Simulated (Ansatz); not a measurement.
LiF: two-dimensional strain map

Method: DFT PBEsol, scalar-relativistic, plane waves, PAW in Ansatz 0.2.0. Cutoff 420 eV, Γ-centred 9×9×6 k-points, Gaussian smearing of 0.05 eV. No spin polarisation. Energies are free energies at this smearing, counted from the undisturbed cell; pressure is positive in compression.

Reference structure (as given, not relaxed at this level; it stands at 1.4 GPa; this wurtzite form isn't the usual structure):

```yaml
crystal:
  lattice:
    - [3.06094, 0.00000, 0.00000]
    - [-1.53047, 2.65085, 0.00000]
    - [0.00000, 0.00000, 4.80732]
  atoms:
    - { symbol: Li, position: [0.33333, 0.66667, 0.38115] }
    - { symbol: Li, position: [0.66667, 0.33333, 0.88115] }
    - { symbol: F, position: [0.33333, 0.66667, 0.99384] }
    - { symbol: F, position: [0.66667, 0.33333, 0.49384] }
```

The cell is strained by p along both x and y and by q along z, fractional coordinates fixed. Points are written (p, q).

p was sampled at -0.080, -0.040, 0.000, 0.040, 0.080 and q at -0.080, -0.040, 0.000, 0.040, 0.080.

Question: Where on the computed points is the energy highest, and how high?

Answer: At (-0.080, -0.080): 156.2 meV/atom.

Question: Away from (0, 0), which computed point is lowest?

Answer: (0.000, 0.040): 2.5 meV/atom.

The map, in meV/atom:

```
 p \ q  -0.080  -0.040  0.000  0.040  0.080
-0.080   156.2   116.1   94.5   86.0   86.9
-0.040    72.2    39.8   25.0   22.5   28.7
 0.000    34.8     9.0    0.0    2.5   13.1
 0.040    29.5     9.8    5.8   12.8   27.2
 0.080    46.3    32.0   32.8   43.8   61.6
```